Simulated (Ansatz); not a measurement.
CuI (Marshite): density of states with PBEsol+U

The system is CuI (Marshite).

```
CELL_PARAMETERS angstrom
0.00000 3.03150 3.03150
3.03150 0.00000 3.03150
3.03150 3.03150 0.00000
ATOMIC_POSITIONS crystal
I 0.00000 0.00000 0.00000
Cu 0.75000 0.75000 0.75000
```

```json
{
  "Program": "Ansatz 0.2.0",
  "Task": "density of states",
  "Functional": "PBEsol",
  "Potentials or basis": "all-electron LAPW, scalar-relativistic",
  "Cutoff": "283 eV (chosen from the basis error)",
  "Basis error allowed": "0.001 eV/atom",
  "k mesh": "8 × 8 × 8",
  "Occupations": "fermi-dirac, width 0.05 eV",
  "Spin": "no spin polarisation",
  "Hubbard terms": "Cu d U = 2 eV"
}
```

```yaml
Pressure: -2.2 GPa
Band_gap_on_the_k_mesh: 1.40 eV, direct
```

Levels at points of the mesh, in eV from the valence-band top:
| k point | band 20 | band 21 | band 22 | band 23 | band 24 | band 25 |
| --- | --- | --- | --- | --- | --- | --- |
| (0.00, 0.00, 0.00) | 0.00 | 0.00 | 0.00 | 1.40 | 5.23 | 5.23 |
| (0.00, 0.00, -0.50) | -2.23 | -0.79 | -0.79 | 2.45 | 5.76 | 5.76 |
| (0.00, -0.50, -0.50) | -2.20 | -1.80 | -1.80 | 2.98 | 3.22 | 9.44 |

States per cell in windows of 1 eV (zero at the valence-band top; states under -8 eV left out):
```csv
from (eV),total
-8.0,0.00
-7.0,0.00
-6.0,0.36
-5.0,2.18
-4.0,3.46
-3.0,5.24
-2.0,3.43
-1.0,1.33
0.0,0.00
1.0,0.01
2.0,0.26
3.0,1.74
4.0,0.96
5.0,1.51
6.0,1.78
7.0,1.29
```

Run time: 16 s on 1 thread of Intel(R) Xeon(R) Platinum 8488C (Sapphire Rapids), with other jobs on the host, peak memory 0.37 GiB.

Caveat: U is the effective U less J, on atomic orbitals that reach past the spheres; spin-orbit coupling is left out, which moves the levels of the heavy elements.
